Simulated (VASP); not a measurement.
# Hf (P6_3/mmc) in VASP: notebook

The runs below take Hf through relaxation of cell and atoms, with PBE.

Program: VASP 6.6.1. These are calculated values, not measurements. Logs are shortened: lines on timing, memory, paths and dates and some standing lists are left out, and cuts for length are marked.

### Step 1. The structure

The structure is hexagonal, space group P6_3/mmc (No. 194). The conventional cell has a = 3.197 Å, b = 3.197 Å, c = 5.058 Å, α = 90.00°, β = 90.00°, γ = 120.00°. Hf (site symmetry -6m2) is surrounded by 12 Hf at 3.13 to 3.20 Å.

### Step 2. Relaxation of cell and atoms, PBE

The input, INCAR:

```
ALGO = Fast
EDIFF = 1E-7
EDIFFG = -0.15
ENCUT = 520
GGA = PE
IBRION = 2
ISIF = 3
ISMEAR = 0
LASPH = True
LCHARG = False
LREAL = False
LWAVE = False
NELM = 80
NSW = 80
PREC = Accurate
SIGMA = 0.1
```

The input, KPOINTS:

```
k-points
0
Gamma
  15 15 8
```

The input, POSCAR:

```
Hf
1.0
    3.1967000000      0.0000000000      0.0000000000
   -1.5983500000      2.7684234100      0.0000000000
    0.0000000000      0.0000000000      5.0578000000
Hf
2
Direct
    0.3333333300      0.6666666700      0.2500000000
    0.6666666700      0.3333333300      0.7500000000
```

Potentials or basis: VASP PAW PBE potentials, release 64 (Hf_pv).

Command:

```bash
cat potpaw_PBE.64/Hf_pv/POTCAR > POTCAR
mpirun -np 1 vasp_std > vasp.out
```

OUTCAR:

```text
EDIFF = 1E-7
   EDIFFG = -0.15
   ENCUT = 520
   GGA = PE
   IBRION = 2
   ISIF = 3
   ISMEAR = 0
   LASPH = True
   LREAL = False
   NELM = 80
   NSW = 80
   PREC = Accurate

 ion  position               nearest neighbor table
   1  0.333  0.667  0.250-   2 3.13   2 3.13   2 3.13   2 3.13   2 3.13   2 3.13
   2  0.667  0.333  0.750-   1 3.13   1 3.13   1 3.13   1 3.13   1 3.13   1 3.13

  LATTYP: Found a hexagonal cell.
 ALAT       =     3.1967000000
 C/A-ratio  =     1.5821941377

  Lattice vectors:

 A1 = (   3.1967000000,   0.0000000000,   0.0000000000)
 A2 = (  -1.5983500000,   2.7684234100,   0.0000000000)
 A3 = (   0.0000000000,   0.0000000000,   5.0578000000)

Analysis of symmetry for initial positions (statically):
=====================================================================
 Subroutine PRICEL returns:
 Original cell was already a primitive cell.

 Routine SETGRP: Setting up the symmetry group for a
 hexagonal supercell.

 Subroutine GETGRP returns: Found 24 space group operations
 (whereof 12 operations were pure point group operations)
 out of a pool of 24 trial point group operations.

The static configuration has the point symmetry D_3d.
 The point group associated with its full space group is D_6h.

Analysis of symmetry for dynamics (positions and initial velocities):
=====================================================================
 Subroutine PRICEL returns:
 Original cell was already a primitive cell.

 Routine SETGRP: Setting up the symmetry group for a
 hexagonal supercell.

 Subroutine GETGRP returns: Found 24 space group operations
 (whereof 12 operations were pure point group operations)
 out of a pool of 24 trial point group operations.

The dynamic configuration has the point symmetry D_3d.
 The point group associated with its full space group is D_6h.

 Subroutine INISYM returns: Found 24 space group operations
 (whereof 12 operations are pure point group operations),
 and found     1 'primitive' translations

----------------------------------------------------------------------------------------

                                     Primitive cell

  volume of cell :      44.7606

  direct lattice vectors                    reciprocal lattice vectors
     3.196700000  0.000000000  0.000000000     0.312822598  0.180608211  0.000000000
    -1.598350000  2.768423410  0.000000000     0.000000000  0.361216422  0.000000000
     0.000000000  0.000000000  5.057800000     0.000000000  0.000000000  0.197714421

  length of vectors
     3.196700000  3.196700001  5.057800000     0.361216423  0.361216422  0.197714421

  position of ions in fractional coordinates (direct lattice)
     0.333333330  0.666666670  0.250000000
     0.666666670  0.333333330  0.750000000

  ion indices of the primitive-cell ions
   primitive index   ion index
                 1           1
                 2           2

----------------------------------------------------------------------------------------

 KPOINTS: k-points

Automatic generation of k-mesh.
 Grid dimensions read from file:
 generate k-points for:   15   15    8

 Generating k-lattice:

  Cartesian coordinates                     Fractional coordinates (reciprocal lattice)
     0.020854840  0.012040547  0.000000000     0.066666667 -0.000000000  0.000000000
     0.000000000  0.024081095  0.000000000     0.000000000  0.066666667  0.000000000
     0.000000000  0.000000000  0.024714303     0.000000000  0.000000000  0.125000000

  Length of vectors
     0.024081095  0.024081095  0.024714303

  Shift w.r.t. Gamma in fractional coordinates (k-lattice)
     0.000000000  0.000000000  0.000000000

 Subroutine IBZKPT returns following result:
 ===========================================

 Found    135 irreducible k-points:

 Following reciprocal coordinates:
            Coordinates               Weight
  0.000000  0.000000  0.000000      1.000000
  0.066667 -0.000000  0.000000      6.000000
  0.133333 -0.000000  0.000000      6.000000
  0.200000 -0.000000  0.000000      6.000000
  0.266667 -0.000000  0.000000      6.000000
  0.333333 -0.000000  0.000000      6.000000
[... 16 lines left out ...]
  0.333333  0.200000  0.000000     12.000000
  0.400000  0.200000  0.000000      6.000000
 [... further k-points ...]
   k-points           NKPTS =    135   k-points in BZ     NKDIM =    135   number of bands    NBANDS=     14
   number of dos      NEDOS =    301   number of ions     NIONS =      2
   total plane-waves  NPLWV =  23040
   dimension x,y,z NGX =    24 NGY =   24 NGZ =   40
   dimension x,y,z NGXF=    48 NGYF=   48 NGZF=   80
   ions per type =               2
   NGX,Y,Z   is equivalent  to a cutoff of  12.48, 12.48, 13.15 a.u.
   NGXF,Y,Z  is equivalent  to a cutoff of  24.96, 24.96, 26.30 a.u.
 SYSTEM =  unknown system
   PREC   = accura    normal or accurate (medium, high low for compatibility)
   ISTART =      0    job   : 0-new  1-cont  2-samecut
   ICHARG =      2    charge: 1-file 2-atom 10-const
   ISPIN  =      1    spin polarized calculation?
   LNONCOLLINEAR =      F non collinear calculations
   LSORBIT =      F    spin-orbit coupling
   LASPH  =      T    aspherical Exc in radial PAW
   ENCUT  =  520.0 eV  38.22 Ry    6.18 a.u.   5.94  5.94  9.40*2*pi/ulx,y,z
   NELM   =     80;   NELMIN=  2; NELMDL= -5     # of ELM steps
   EDIFF  = 0.1E-06   stopping-criterion for ELM
   LREAL  =      F    real-space projection
   EDIFFG = -.1E+00   stopping-criterion for IOM
   NSW    =     80    number of steps for IOM
   IBRION =      2    ionic relax: 0-MD 1-quasi-New 2-CG
   NFREE  =      1    steps in history (QN), initial steepest desc. (CG)
   ISIF   =      3    stress and relaxation
   ISYM   =      2    0-nonsym 1-usesym 2-fastsym
   POTIM  = 0.5000    time-step for ionic-motion
   TEBEG  =    0.0;   TEEND  =   0.0 temperature during run
   PSTRESS=    0.0 pullay stress
   NELECT =      20.0000    total number of electrons
   NUPDOWN=      -1.0000    fix difference up-down
   EMIN   =  10.00;   EMAX   =-10.00  energy-range for DOS
   EFERMI =   0.00;   METHOD = LEGACY
   ISMEAR =     0;   SIGMA  =   0.10  broadening in eV -4-tet -1-fermi 0-gaus
   EFERMI_NEDOS =   21; number of points for ismear=-14 and -15
   IALGO  =     68    algorithm
   IMIX   =      4    mixing-type and parameters
     AMIX     =   0.40;   BMIX     =  1.00
     AMIX_MAG =   1.60;   BMIX_MAG =  1.00
  volume/ion in A,a.u.               =      22.38       151.03
  Fermi-wavevector in a.u.,A,eV,Ry     =   1.251563  2.365112 21.312311  1.566411
  Thomas-Fermi vector in A             =   2.385505
   LORBIT       =      0    0 simple, 1 ext, 2 COOP (PROOUT), +10 PAW based schemes
   GGA     = PE    functional components
   LHFCALC =     F    Hartree Fock is set to
   AEXX    =    0.0000 exact exchange contribution
   IVDW    =     0    specifies the selected vdW correction
   LEPSILON=     F    determine dielectric tensor
   LRPA    =     F    only Hartree local field effects (RPA)
 conjugate gradient relaxation of ions
 non-spin polarized calculation
 RMM-DIIS sequential band-by-band and
 Gauss-broadening in eV      SIGMA  =   0.10
  energy-cutoff  :      520.00
  volume of cell :       44.76
 maximum number of plane-waves:      1236
 NGX is ok and might be reduce to    24
   NGX = 11   NGY = 11   NGZ = 19

 number of electron      20.0000004 magnetization

 Free energy of the ion-electron system (eV)
  ---------------------------------------------------
  ext. energy  EPLUGINS =         0.00000000
  ---------------------------------------------------
  free energy    TOTEN  =       -19.85390292 eV

  energy without entropy =      -19.84668942  energy(sigma->0) =      -19.85029617

 E-fermi :   4.9245     XC(G=0): -11.2815

 val. band max:        4.9091066618   @ k =   0.1333  -0.0000   0.0000
 cond. band min:       4.9437815711   @ k =   0.1333   0.0667   0.2500
 fundamental gap:      0.0346749093
 Fermi energy:         4.9244774059

 k-point     1 :       0.0000    0.0000    0.0000
  band No.  band energies     occupation
      1     -26.1616      2.00000
      2     -25.4166      2.00000
      3     -25.4166      2.00000
      4     -25.2961      2.00000
      5     -25.2890      2.00000
      6     -25.2890      2.00000
      7      -2.4641      2.00000
      8       1.2087      2.00000
      9       5.5550      0.00000
     10       6.0974      0.00000
     11       6.0975      0.00000
     12       6.3728      0.00000
     13       6.9182      0.00000
     14       6.9183      0.00000

 k-point     2 :       0.0667   -0.0000    0.0000
  band No.  band energies     occupation
      1     -26.1501      2.00000
      2     -25.4412      2.00000
      3     -25.4249      2.00000
      4     -25.3151      2.00000
      5     -25.3014      2.00000
      6     -25.2923      2.00000
      7      -2.3293      2.00000
      8       1.3422      2.00000
      9       5.3752      0.00000
     10       5.7287      0.00000
     11       6.2242      0.00000
     12       6.6521      0.00000
     13       6.7783      0.00000
     14       7.0388      0.00000

 k-point     3 :       0.1333   -0.0000    0.0000
  band No.  band energies     occupation
      1     -26.1166      2.00000
      2     -25.5108      2.00000
      3     -25.4478      2.00000
      4     -25.3874      2.00000
      5     -25.3173      2.00000
      6     -25.3020      2.00000
      7      -1.9374      2.00000
      8       1.7162      2.00000
      9       4.9091      1.17208
     10       5.1776      0.00034
     11       6.3752      0.00000
     12       6.5999      0.00000
     13       7.0088      0.00000
     14       7.0813      0.00000

 k-point     4 :       0.2000   -0.0000    0.0000
  band No.  band energies     occupation
      1     -26.0639      2.00000
      2     -25.6134      2.00000
      3     -25.4907      2.00000
      4     -25.4804      2.00000
      5     -25.3438      2.00000
      6     -25.3173      2.00000
      7      -1.3264      2.00000
      8       2.2287      2.00000
      9       4.3154      2.00000
     10       4.6489      1.99990
     11       5.9432      0.00000
     12       6.6428      0.00000
     13       6.7189      0.00000
     14       7.2110      0.00000

 k-point     5 :       0.2667   -0.0000    0.0000
  band No.  band energies     occupation
      1     -25.9970      2.00000
      2     -25.7311      2.00000
      3     -25.6049      2.00000
      4     -25.5166      2.00000
      5     -25.3807      2.00000
      6     -25.3358      2.00000
      7      -0.5615      2.00000
      8       2.6233      2.00000
      9       3.7312      2.00000
     10       4.3174      2.00000
     11       5.6811      0.00000
[... 276 lines left out ...]
 k-point    22 :       0.2667    0.2000    0.0000
  band No.  band energies     occupation
      1     -25.8577      2.00000
      2     -25.8329      2.00000
      3     -25.7894      2.00000
      4     -25.6089      2.00000
      5     -25.4875      2.00000
      6     -25.4709      2.00000
      7       1.3746      2.00000
      8       3.0050      2.00000
      9       3.2433      2.00000
     10       3.6555      2.00000
     11       5.2741      0.00000
     12       6.0294      0.00000
     13       6.0455      0.00000
     14       8.8953      0.00000

 k-point    23 :       0.3333    0.2000    0.0000
  band No.  band energies     occupation
      1     -25.9088      2.00000
      2     -25.7903      2.00000
      3     -25.7686      2.00000
      4     -25.6646      2.00000
      5     -25.5372      2.00000
      6     -25.4975      2.00000
      7       2.0510      2.00000
      8       2.8289      2.00000
      9       3.0374      2.00000
     10       3.6925      2.00000
     11       5.2610      0.00000
     12       5.7247      0.00000
     13       6.5471      0.00000
     14       9.5205      0.00000

 k-point    24 :       0.4000    0.2000    0.0000
  band No.  band energies     occupation
      1     -25.9266      2.00000
      2     -25.7839      2.00000
      3     -25.7374      2.00000
      4     -25.6915      2.00000
      5     -25.5633      2.00000
      6     -25.5066      2.00000
      7       2.3365      2.00000
      8       2.7677      2.00000
      9       2.9542      2.00000
     10       3.6865      2.00000
     11       5.3147      0.00000
     12       5.5609      0.00000
     13       6.7731      0.00000
     14      10.0836      0.00000

 [... further k-points ...]
[... 5 lines left out ...]
  --------------------------------------------------------------------------------------
  -------------------------------------------------------------------------------------
  Total        0.1040571      0.1040571      0.0565532      0.0000000      0.0000000      0.0000000
  in kB        3.7246564      3.7246564      2.0242849      0.0000000      0.0000000      0.0000000
  external PRESSURE =       3.1578659 kB  Pullay stress =       0.0000000 kB

 VOLUME and BASIS-vectors are now :
 -----------------------------------------------------------------------------
  energy-cutoff  :      520.00
  volume of cell :       44.76
      direct lattice vectors                 reciprocal lattice vectors
     3.196700000  0.000000000  0.000000000     0.312822598  0.180608211  0.000000000
    -1.598350000  2.768423410  0.000000000     0.000000000  0.361216422  0.000000000
     0.000000000  0.000000000  5.057800000     0.000000000  0.000000000  0.197714421

 POSITION                                       TOTAL-FORCE (eV/Angst)
 -----------------------------------------------------------------------------------
     -0.00000      1.84562      1.26445        -0.000000      0.000000      0.000000
      1.59835      0.92281      3.79335         0.000000      0.000000      0.000000
 -----------------------------------------------------------------------------------
    total drift:                               -0.000002      0.000001     -0.000000

  FREE ENERGIE OF THE ION-ELECTRON SYSTEM (eV)
  ---------------------------------------------------
  free  energy   TOTEN  =       -19.8539029197 eV

  energy  without entropy=      -19.8466894232  energy(sigma->0) =      -19.85029617

 reached required accuracy - stopping structural energy minimisation
```

Run time: 26 s. Hardware: 1 thread of Intel Xeon 6975P-C (Granite Rapids), shared host; peak memory 0.21 GiB.

What came out:

| Item | Value |
| --- | --- |
| Free energy | -19.8539 eV |
| Pressure after relaxing | 0.3 GPa |
| Band gap on the k mesh | none (metal or under the smearing width) |

Final structure:
```
Hf
1.0
     3.19670    0.00000    0.00000
    -1.59835    2.76842    0.00000
     0.00000    0.00000    5.05780
Hf
2
Direct
  0.33333 0.66667 0.25000
  0.66667 0.33333 0.75000
```

Caveat: the relaxation stopped at its first step, so nothing moved. The run has no spin-orbit coupling, so splittings on Hf are missing.

### Step 3. Relaxation of cell and atoms, PBE

INCAR is that of step 2.

KPOINTS is that of step 2.

The input, POSCAR:

```
Hf                                      
1.0
    3.1967000000      0.0000000000      0.0000000000
   -1.5983500000      2.7684234100      0.0000000000
    0.0000000000      0.0000000000      5.0578000000
  Hf            
     2
Direct
     0.3333333300000021    0.6666666699999979    0.2500000000000000
     0.6666666699999979    0.3333333300000021    0.7500000000000000
```

Potentials or basis: VASP PAW PBE potentials, release 64 (Hf_pv).

Command:

```bash
cat potpaw_PBE.64/Hf_pv/POTCAR > POTCAR
mpirun -np 1 vasp_std > vasp.out
```

Wall time 28 s (1 thread of Intel Xeon 6975P-C (Granite Rapids), shared host); peak memory 0.21 GiB.

It converged, with:

| Quantity | Value |
| --- | --- |
| Free energy | -19.8539 eV |
| Pressure after relaxing | 0.3 GPa |
| Band gap on the k mesh | none (metal or under the smearing width) |

Stress tensor (GPa, compression positive):
```
0.37 0.00 0.00
0.00 0.37 0.00
0.00 0.00 0.20
```

Final structure:
```
Hf
1.0
     3.19670    0.00000    0.00000
    -1.59835    2.76842    0.00000
     0.00000    0.00000    5.05780
Hf
2
Cartesian
  0.0000 1.8456 1.2645
  1.5983 0.9228 3.7934
```

Levels at points of the mesh, in eV from the Fermi level:
```
           k point  band 8  band 9  band 10  band 11  band 12  band 13
(0.00, 0.00, 0.00)   -3.72    0.63     1.17     1.17     1.45     1.99
(0.00, 0.00, 0.50)   -5.41    0.14     0.14     1.06     1.06     1.06
```

Caveat: the relaxation stopped at its first step, so nothing moved.
